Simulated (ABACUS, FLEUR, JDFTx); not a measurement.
**Programs and potentials compared: the bulk modulus of 8 crystals**

The same calculation (PBE, Γ-centred k mesh with a spacing near 0.25 Å⁻¹, Fermi-Dirac smearing of 0.05 eV, no spin-orbit coupling) was run on each cell with:

- A: JDFTx, PseudoDojo-SR-PBE-0.5-standard, cutoffs 789 to 1333 eV
- B: FLEUR, all-electron
- C: ABACUS, PseudoDojo NC SR 0.4.1 PBE standard, cutoffs 789 to 1333 eV

Moduli come from Birch-Murnaghan fits over scaled cells with fixed shape and fractions, which off cubic symmetry can lie above the relaxed values. Not every cell is the stable form of its formula. Spin polarisation and spin-orbit coupling are off unless named. Started with parallel moments: NiSi2, V.

| crystal | A (GPa) | B (GPa) | C (GPa) |
| --- | --- | --- | --- |
| NiSi2 (Fm-3m) | 144.62 | 144.28 | 144.65 |
| BN (P6_3mc, 4 atoms) | 371.43 | 371.72 | 371.43 |
| Os (P6_3/mmc, 2 atoms) | 398.19 | 397.53 | 398.21 |
| Hf (P6_3/mmc, 2 atoms) | 108.15 | 106.55 | 108.17 |
| V (Im-3m) | 180.27 | 180.47 | 180.20 |
| Ta (Im-3m) | 194.69 | 193.22 | 194.62 |
| Tc (P6_3/mmc, 2 atoms) | 298.71 | 299.43 | 298.66 |
| LiF (Fm-3m) | 67.13 | 66.55 | 67.46 |

Task: Which set-up lies closest to the all-electron result, and which farthest?

Result: Closest is A (JDFTx, PseudoDojo-SR-PBE-0.5-standard), farthest C (ABACUS, PseudoDojo NC SR 0.4.1 PBE standard); A is the nearer of the two in 6 of 8 crystals. Against the all-electron result, the mean absolute deviation is A 0.50, C 0.57 %. The largest single deviation is +1.52 %, for Hf in C. The figures use the values as printed. The all-electron reference has errors of its own basis, so a deviation may be partly its. Meshes of this size aren't converged for metals, which the comparison doesn't need. The functional is the same throughout, so these differences measure potentials, basis sets and numerical settings.

The two pseudopotential set-ups agree with each other much more closely than either does with the all-electron result, except in LiF. Their ranking is therefore a weak one: most of the gap between the mean deviations comes from LiF, and Ta reverses the order. LiF is also the softest crystal here, so a small error in the curvature of its energy becomes a large relative one.

The shared excess stiffness in Hf and Ta points to something common to both potential sets, probably the treatment of the semicore and 4f shells, though the all-electron basis could contribute. Os, with a deeper 4f shell, shows a much smaller offset.

These differences leave the chemistry intact. From Hf through Ta to Os the modulus rises as bonding d states fill, while BN owes its stiffness to short, directional covalent bonds and LiF its softness to ionic bonding between singly charged ions. The comparison supports near-equivalence of the two set-ups for these moduli, not a general preference for either program.
